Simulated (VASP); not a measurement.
**MgO2: equation of state with LDA**

MgO2:

```xyz
3
Lattice="1.5510 0.8955 3.4244 -1.5510 0.8955 3.4244 0.0000 -1.7910 3.4244" Properties=species:S:1:pos:R:3 pbc="T T T"
Mg    0.0000    0.0000    0.0000
O     0.0000    0.0000    5.8663
O     0.0000    0.0000    4.4070
```

The cell comes from a database or a generator and needn't be the stable form of this composition.

* Program: VASP 6.6.1
* Task: equation of state
* Functional: LDA
* Potentials or basis: VASP PAW LDA potentials, release 64 (Mg, O)
* Cutoff: 520 eV
* k mesh: 8 × 8 × 8
* Occupations: gaussian, width 0.02 eV
* Spin: no spin polarisation
* Ladder: gaps
* Further INCAR settings: ALGO = Normal; EDIFF = 1e-07

```yaml
Equilibrium_volume: 9.55 Å³/atom
Bulk_modulus_at_fixed_shape_and_positions: 159 GPa
Pressure_derivative_of_the_bulk_modulus: "4.2 (rough: it moves with the points fitted)"
```

Energy against volume, from the lowest point:
| volume (Å³/atom) | energy (meV/atom) |
| --- | --- |
| 9.132 | 9.92 |
| 9.322 | 2.83 |
| 9.513 | 0.00 |
| 9.703 | 1.01 |
| 9.893 | 5.49 |

All runs of the series together: 3 min on 1 thread of Intel(R) Xeon(R) Platinum 8375C CPU @ 2.90GHz (Ice Lake) (shared host).

Caveat: the cell was scaled at fixed shape and fractional positions, which overstates the stiffness of a crystal with free parameters, most of all of layers and chains.
